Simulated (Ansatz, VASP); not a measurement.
# Two plane-wave programs on Li

INCAR

```
ALGO     = Normal         # electronic algorithm
EDIFF    = 1E-7           # SCF threshold, eV
ENCUT    = 520            # plane-wave cutoff, eV
GGA      = PS             # functional
ISIF     = 2              # what is computed and relaxed
ISMEAR   = 1              # smearing method
IVDW     = 12             # dispersion correction
LASPH    = T              # aspherical terms in the spheres
LCHARG   = F              # write CHGCAR
LREAL    = F              # projectors in reciprocal space
LWAVE    = F              # write WAVECAR
NBANDS   = 12             # bands
NELM     = 80             # most SCF steps
PREC     = Accurate       # precision mode
SIGMA    = 0.1            # smearing width, eV
```

The input KPOINTS:

```
k-points
0
Gamma
  5 5 7
```

The input POSCAR:

```
Li
1.0
    4.9195300000     -0.0140600000      0.0522700000
   -2.4719400000      4.3388300000     -0.0110300000
    0.0305100000      0.0101800000      2.8498100000
Li
3
Direct
    0.9941818472      0.9929566569      0.9878786616
    0.6600100000      0.3333333333      0.4808300000
    0.3280000000      0.6520300000      0.4962800000
```

Input for Ansatz:

```yaml
crystal:
  lattice:
    - [4.91953, -0.01406, 0.05227]
    - [-2.47194, 4.33883, -0.01103]
    - [0.03051, 0.01018, 2.84981]
  atoms:
    - { symbol: Li, position: [0.9941818471800447, 0.9929566568859369, 0.9878786615856323] }
    - { symbol: Li, position: [0.66001, 0.3333333333333333, 0.48083] }
    - { symbol: Li, position: [0.328, 0.65203, 0.49628] }
basis:
  ecutwfc: 540.0
  xc_grid: 2
kpoints:
  mp_grid:
    grid: [5, 5, 7]
hamiltonian:
  xc: pbesol
  dispersion: d3bj
scf:
  convergence:
    dr2_threshold: 1.0e-09
  occupations:
    method: cold
  initial_density:
    normalization: cell
output:
  forces: true
  stress: true
```

This isn't the form of Li at room conditions, which is bcc.

Alike in both runs: task single point; functional PBEsol; dispersion D3(BJ); k mesh 5 × 5 × 7; no spin polarisation.

|  | VASP | Ansatz |
| --- | --- | --- |
| version | VASP 6.6.1 | Ansatz 0.2.0 |
| potentials or method | VASP PAW PBE potentials, release 64 (Li_sv) | plane waves, PAW |
| plane-wave cutoff (eV) | 520 | 540 |
| occupations | methfessel-paxton of order 1, width 0.1 eV | cold |
| valence electrons in the cell | 9 | 9 |

```tsv
	VASP	Ansatz	Ansatz less VASP
rms of the force components (eV/Å)	0.041	0.041	-0.0003
dispersion energy (meV/atom)	-149.1	-149.1	-0.04
```

Atom by atom the forces differ by 0.000 eV/Å (rms over components). Ansatz warned: «stress_scf_threshold_loose».

Caveats: the PAW data sets were made with another functional, which shifts forces and pressure a little (VASP).
